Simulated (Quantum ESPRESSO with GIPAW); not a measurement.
# Al2O3 (Corundum): how strain moves the 17O line

GIPAW runs (PBEsol, plane-wave PAW from pslibrary 1.0.0 recipes, cutoffs 55 and 330 Ry, one 5×5×5 mesh for all shielding runs; Quantum ESPRESSO with GIPAW, a patched development version; no spin-orbit coupling, no macroscopic shape term) on Al2O3 (Corundum), space group R-3c before straining. The cell below is strained along the z axis of the cell given, with the other two held, and the atoms are relaxed in pw.x at each strain, zero included.

```xyz
10
Lattice="2.3803 1.3742 4.3319 -2.3803 1.3742 4.3319 0.0000 -2.7485 4.3319" Properties=species:S:1:pos:R:3 pbc="T T T"
Al    0.0000    0.0000   11.0718
Al    0.0000    0.0000    8.4216
Al    0.0000    0.0000    1.9238
Al    0.0000    0.0000    4.5740
O    -1.6521   -0.1130    5.4148
O     0.7282    1.4873    5.4148
O     0.9239   -1.3742    5.4148
O     1.6521    0.1130    7.5808
O    -0.7282   -1.4873    7.5808
O    -0.9239    1.3742    7.5808
```

The cell is an entry of the Crystallography Open Database.

The bonds are those of O (atom 5; bound to Al4). One row is withheld.

```
strain (%)  mean bond (Å)  σ_iso Al (ppm)  σ_iso O (ppm)  span O (ppm)
        -2         1.9012          530.06         163.21           2.9
      -1.5         1.9041          530.14         162.90           3.7
        -1         1.9071          530.21         162.52           4.5
         0         1.9131          530.36         161.59           6.2
      +0.5         1.9161          530.42         161.00           7.0
        +1         1.9191               ?              ?             ?
        +2         1.9252          530.61         159.02           9.6
```

**Task.** Fit σ_iso of O against strain, judge whether a straight line is enough, and predict the withheld row at +1 %.

1. With n = 6: Σx = -2.000, Σy = 970.24, Σx² = 11.5000, Σxy = -334.750.

2. Slope b = (nΣxy − ΣxΣy)/(nΣx² − (Σx)²) = -1.05 ppm per %, intercept a = (Σy − bΣx)/n = 161.36 ppm.

3. Residuals (run less line), in the order of the table: -0.24, -0.03, +0.12, +0.23, +0.17, -0.24 ppm. They bend in one sense; the largest is 5.8 % of the range of σ, so a quadratic term is needed: σ = 161.58 − 1.051 x − 0.115 x², with residuals of 0.02 ppm or less.

4. At +1 % (inside the fitted range) the line gives 160.31 ppm and the parabola 160.41 ppm.

5. The run gives:

```csv
strain (%),mean bond (Å),σ_iso Al (ppm),σ_iso O (ppm),span O (ppm)
+1,1.9191,530.49,160.42,7.9
```

Prediction less run: the line misses by -0.11 ppm, the parabola by -0.01 ppm. By the parabola, a strain of +1 % changes σ of O by -1.17 ppm and one of −1 % by +0.94 ppm; the mean slope is -1.05 ppm per %, or 1.7 ppm for 0.01 Å of mean bond length. The shift moves the opposite way, scaled by the slope of a reference line. Over the table σ of Al goes from 530.06 to 530.61 ppm. Zero strain is the database's lattice with relaxed atoms, not this functional's rest cell, and neither cutoff nor mesh was tested for the slopes. The omitted shape term, common to all sites, changes with strain too. This build of gipaw.x prints that it is not audited and that its numbers are no references by themselves. The relaxations ran on cheaper settings and stop at small residual forces, which adds noise that small residuals can't be told from. 17O is quadrupolar, so a real line also moves with the field gradient, which is not computed here. pw.x warned of eigenvalues not converged in some cycles of these runs, which then met the threshold.

[Banner, clock, file and message-heading lines were taken out of the pw.x and gipaw.x logs.]

[Logs are printed without paths, hosts, clocks, repeated set-up lines and the standing remarks that a program may print on its own settings, such as how far it seeks lower states.]

[Hosts, paths, dates, database ids (printed as entryN), source tags and the programs' standing remarks are cut or masked in the printed files.]
